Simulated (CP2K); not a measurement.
The system is In.

```
In
1.0
     3.33548    0.00000    0.00000
    -1.66774    2.88861    0.00000
     0.00000    0.00000    5.50914
In
2
Direct
  0.66667 0.33333 0.75000
  0.33333 0.66667 0.25000
```

This isn't the form of In at room conditions, which is tetragonal.

Base run:

* Program: CP2K 2026.2
* Functional: WC
* Potentials or basis: POTENTIAL_UZH In GTH-PBE-q13; TZVP-MOLOPT-PBE-GTH basis
* Density cutoff: 9184 eV
* k mesh: 9 × 9 × 5
* Occupations: fermi-dirac, width 0.05 eV
* Spin: no spin polarisation

Its results: band gap on the k mesh none (metal or under the smearing width); pressure -0.8 GPa.

After a change of settings the same cell gave: band gap on the k mesh none (metal or under the smearing width); pressure 1.3 GPa. Which change was it?
A. functional from WC to PBEsol
B. functional from WC to rev-vdW-DF2
C. functional from WC to RPBE
D. functional from WC to r2SCAN

B.

Caveats: the potentials were made for another functional, which shifts forces and pressure; the basis of atomic orbitals isn't converged, which shifts pressures, moduli and gaps.
